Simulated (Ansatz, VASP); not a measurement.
**SiMo3: VASP beside Ansatz**

```
CELL_PARAMETERS angstrom
-2.58123 2.58123 2.58123
2.58123 -2.58123 2.58123
2.58123 2.58123 -2.58123
ATOMIC_POSITIONS crystal
Si 0.00000 0.00000 0.00000
Mo 0.00000 0.50000 0.50000
Mo 0.50000 0.00000 0.50000
Mo 0.50000 0.50000 0.00000
```

Alike in both runs: functional PBE; k mesh 4 × 4 × 4; occupations gaussian, width 0.1 eV; no spin polarisation.

Ansatz relaxed the structure, and its values are those at the end. VASP's run is a single point on that final structure, the one shown.

```csv
,VASP,Ansatz
version,VASP 6.6.1,Ansatz 0.2.0
potentials or method,"VASP PAW PBE potentials, release 64 (Si, Mo_sv)","scalar-relativistic, plane waves, PAW"
plane-wave cutoff (eV),520,420
valence electrons in the cell,46,46
```

|  | VASP | Ansatz | Ansatz less VASP |
| --- | --- | --- | --- |
| gap on the k mesh at the Fermi level (eV) | none | none | - |
| pressure (GPa) | 0.2 | -0.1 | -0.30 |

A gap of «none» marks a metal or a gap that the smearing closes.

Caveats: the k mesh is coarse (spacing up to 0.43 Å⁻¹), so the values aren't converged.
